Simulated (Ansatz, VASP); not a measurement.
**Two plane-wave programs on Fe**

```
Fe
1.0
    -1.41579    1.41579    1.41579
     1.41579   -1.41579    1.41579
     1.41579    1.41579   -1.41579
Fe
1
Direct
  0.00000 0.00000 0.00000
```

Alike in both runs: functional PBE; k mesh 20 × 20 × 20; occupations gaussian, width 0.1 eV; collinear spin.

Ansatz relaxed the structure, and its values are those at the end. VASP's run is a single point on that final structure, the one shown.

```csv
,VASP,Ansatz
version,VASP 6.6.1,Ansatz 0.2.0
potentials or method,"VASP PAW PBE potentials, release 64 (Fe)","scalar-relativistic, plane waves, PAW"
plane-wave cutoff (eV),520,420
valence electrons in the cell,8,16
```

```csv
,VASP,Ansatz,Ansatz less VASP
gap on the k mesh at the Fermi level (eV),none,none,-
pressure (GPa),-0.1,0.0,+0.17
net moment per atom (μB),2.19,2.17,-0.026
size of the moment on the site where the two differ most (μB),2.19,2.22,+0.023
```

Site moments also hang on the region over which each program counts them. A gap of «none» marks a metal or a gap that the smearing closes. With one functional, cell and mesh, what is left measures potentials, basis and numerics. The two sets of potentials don't hold the same shells in valence.
